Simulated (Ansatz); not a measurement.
## Osmium (bcc) across density functionals

All rows: Ansatz, plane waves with scalar-relativistic PAW, 420 eV (500 eV for the SCAN forms), relaxed under each functional, no dispersion correction, no zero-point motion. B₀ comes from uniform scaling at fixed shape; a dash is a value not given.

| functional | V (Å³/atom) | cell | B₀ (GPa) | magnetic state | ΔE to hcp (meV/atom) |
| --- | --- | --- | --- | --- | --- |
| PBE | 14.79 | a = 3.093 Å | 352 | spin not included | 890 |
| r²SCAN | 14.49 | a = 3.071 Å | 381 | spin not included | 933 |
| PBEsol | 14.36 | a = 3.063 Å | 384 | spin not included | 924 |
| LDA | 14.15 | a = 3.048 Å | 399 | spin not included | 938 |
| revPBE | 14.91 | a = 3.101 Å | 342 | spin not included | 880 |
| RPBE | 14.95 | a = 3.104 Å | 338 | spin not included | 876 |

**Question.** What does BLYP give?

**Answer.** V (Å³/atom): 15.48; cell: a = 3.140 Å; B₀ (GPa): 303; magnetic state: spin not included; ΔE to hcp (meV/atom): 828.
